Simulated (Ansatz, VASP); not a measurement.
# Two plane-wave programs on TaN

The input POSCAR:

```
TaN
1.0
    0.0000000000      2.1982663152      2.1982663152
    2.1982663152      0.0000000000      2.1982663152
    2.1982663152      2.1982663152      0.0000000000
Ta N
1 1
Direct
    0.5000000000      0.5000000000      0.5000000000
    0.0000000000      0.0000000000      0.0000000000
```

File INCAR.step1:

```
ALGO = Normal
EDIFF = 1E-4
ENCUT = 520
GGA = PE
ISMEAR = 0
LASPH = T
LCHARG = F
LREAL = F
LWAVE = T
NBANDS = 15
NELM = 80
PREC = Accurate
SIGMA = 0.1
```

File INCAR.step2:

```
ALGO = Normal
EDIFF = 1E-6
ENCUT = 520
ISIF = 2
ISMEAR = 0
ISTART = 1
LASPH = T
LCHARG = F
LMIXTAU = T
LREAL = F
LWAVE = F
METAGGA = R2SCAN
NBANDS = 15
NELM = 80
PREC = Accurate
SIGMA = 0.1
```

File KPOINTS:

```
k-points
0
Gamma
  16 16 16
```

Input for Ansatz:

```yaml
crystal:
  lattice:
    - [0.0, 2.1982663152, 2.1982663152]
    - [2.1982663152, 0.0, 2.1982663152]
    - [2.1982663152, 2.1982663152, 0.0]
  atoms:
    - { symbol: Ta, position: [0.5, 0.5, 0.5] }
    - { symbol: "N", position: [0.0, 0.0, 0.0] }
basis:
  ecutwfc: 500
kpoints:
  mp_grid: { grid: [16, 16, 16] }
  band_path:
    path:
      - [[0.0, 0.0, 0.0], [0.5, 0.0, 0.5], [0.625, 0.25, 0.625]]
      - [[0.375, 0.375, 0.75], [0.0, 0.0, 0.0], [0.5, 0.5, 0.5], [0.5, 0.25, 0.75], [0.5, 0.0, 0.5]]
    npoints: 14
hamiltonian:
  xc: r2scan
scf:
  occupations: { method: gaussian, width: 0.1 }
  n_extra_bands: 6
output:
  forces: true
  stress: true
  eigenvalues: true
  populations: true
  dos: { projected: true, de: 0.02, nscf_kmesh: { grid: [24, 24, 24] } }
  bader: true
  write_density: true
  write_potential: true
  elf: true
  volumetric_format: npy
```

Alike in both runs: task single point; functional r2SCAN; k mesh 16 × 16 × 16; occupations gaussian, width 0.1 eV; no spin polarisation.

```csv
,VASP,Ansatz
version,VASP 6.6.1,Ansatz 0.2.0
potentials or method,"VASP PAW PBE potentials, release 64 (Ta_pv, N)","scalar-relativistic, plane waves, PAW"
plane-wave cutoff (eV),520,500
valence electrons in the cell,16,18
```

Ansatz gave:

* gap on the k mesh at the Fermi level (eV): none
* pressure (GPa): 0.0

**Question.** Which values does VASP return?

**Answer.** gap on the k mesh at the Fermi level (eV): none; pressure (GPa): 1.9.

A gap of «none» marks a metal or a gap that the smearing closes. The two sets of potentials don't hold the same shells in valence.

Caveats: the PAW data sets were made with another functional, which shifts forces and pressure a little (VASP). Spin-orbit coupling is left out, which matters for the levels of Ta.
